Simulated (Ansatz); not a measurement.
**AgCl: strain and displacement**

```
Ag Cl
1.0
     1.87091   -5.55660    0.00000
     1.87091    5.55660    0.00000
     0.00000    0.00000    3.92404
Ag Cl
2 2
Cartesian
  1.8709 1.1496 2.9430
  1.8709 -1.1496 0.9810
  1.8709 -4.0613 0.9810
  1.8709 4.0613 2.9430
```

Atoms are numbered in the order listed.

The cell is the one relaxed in the Materials Project (mp-570858), not relaxed further here; entries there can be hypothetical.

Computed with Ansatz 0.2.0, DFT, PBE, all-electron PAW with datasets made for the crystal, scalar-relativistic.

Settings: a Γ-centred 9×9×8 k mesh, Fermi–Dirac smearing of 0.03 eV, cutoff 260 eV (chosen by the program for this cell), no spin polarisation.

The unchanged cell is at 1.70 GPa.

Semilocal functionals give too small gaps.

x, y and z are the Cartesian axes of the cell as listed; fractional coordinates follow a strain, and an engineering shear is twice the off-diagonal strain component.

Vzz stands for the principal value of largest size of the field-gradient tensor, whatever its axis.

No spin–orbit coupling: at heavy atoms the gradients can be off by tens of per cent for that reason.

Question: With this change (equal xy, yz and zx engineering shear strains of -2 %), what becomes of the energy and stress and forces and field gradients and gap?

Answer: Energy change under 1 meV/atom; stress change (xx, yy, zz, yz, xz, xy) 0.04, 0.05, 0.05, 0.36, 0.13, 0.02 GPa, compression positive; change of the force on Cl3 (-0.021, 0.000, 0.016) eV/Å; Vzz in 10²¹ V/m²: Ag1 4.90 → 4.89 (η = 0.24), Cl3 -5.50 → -5.53 (η = 0.41); gap on the k mesh 0.49 → 0.50 eV.

Question: With this change (equal xy, yz and zx engineering shear strains of +1 %), what becomes of the energy and stress and forces and field gradients and gap?

Answer: Energy change under 1 meV/atom; stress change (xx, yy, zz, yz, xz, xy) 0.01, 0.01, 0.01, -0.17, -0.06, 0.00 GPa, compression positive; change of the force on Cl3 (0.011, 0.000, -0.008) eV/Å; Vzz in 10²¹ V/m²: Ag1 4.90 → 4.90 (η = 0.12), Cl3 -5.50 → -5.51 (η = 0.31); gap on the k mesh 0.49 → 0.49 eV.

With equal xy, yz and zx engineering shear strains of +3 %: energy change +1 meV/atom; stress change (xx, yy, zz, yz, xz, xy) 0.09, 0.10, 0.12, -0.50, -0.17, 0.00 GPa, compression positive; change of the force on Cl3 (0.035, 0.002, -0.022) eV/Å; Vzz in 10²¹ V/m²: Ag1 4.90 → 4.89 (η = 0.36), Cl3 -5.50 → -5.56 (η = 0.54); gap on the k mesh 0.49 → 0.50 eV.

Question: With this change (equal xy, yz and zx engineering shear strains of -3 %), what becomes of the energy and stress and forces and field gradients and gap?

Answer: Energy change +2 meV/atom; stress change (xx, yy, zz, yz, xz, xy) 0.10, 0.10, 0.12, 0.54, 0.21, 0.04 GPa, compression positive; change of the force on Cl3 (-0.030, 0.000, 0.025) eV/Å; Vzz in 10²¹ V/m²: Ag1 4.90 → 4.89 (η = 0.37), Cl3 -5.50 → -5.57 (η = 0.52); gap on the k mesh 0.49 → 0.50 eV.

Question: With this change (equal xy, yz and zx engineering shear strains of -1 %), what becomes of the energy and stress and forces and field gradients and gap?

Answer: Energy change under 1 meV/atom; stress change (xx, yy, zz, yz, xz, xy) 0.01, 0.01, 0.01, 0.18, 0.06, 0.01 GPa, compression positive; change of the force on Cl3 (-0.011, 0.000, 0.008) eV/Å; Vzz in 10²¹ V/m²: Ag1 4.90 → 4.90 (η = 0.12), Cl3 -5.50 → -5.51 (η = 0.31); gap on the k mesh 0.49 → 0.49 eV.

Question: With this change (equal xy, yz and zx engineering shear strains of +2 %), what becomes of the energy and stress and forces and field gradients and gap?

Answer: Energy change under 1 meV/atom; stress change (xx, yy, zz, yz, xz, xy) 0.04, 0.05, 0.05, -0.34, -0.11, -0.01 GPa, compression positive; change of the force on Cl3 (0.023, 0.001, -0.015) eV/Å; Vzz in 10²¹ V/m²: Ag1 4.90 → 4.89 (η = 0.24), Cl3 -5.50 → -5.53 (η = 0.41); gap on the k mesh 0.49 → 0.50 eV.
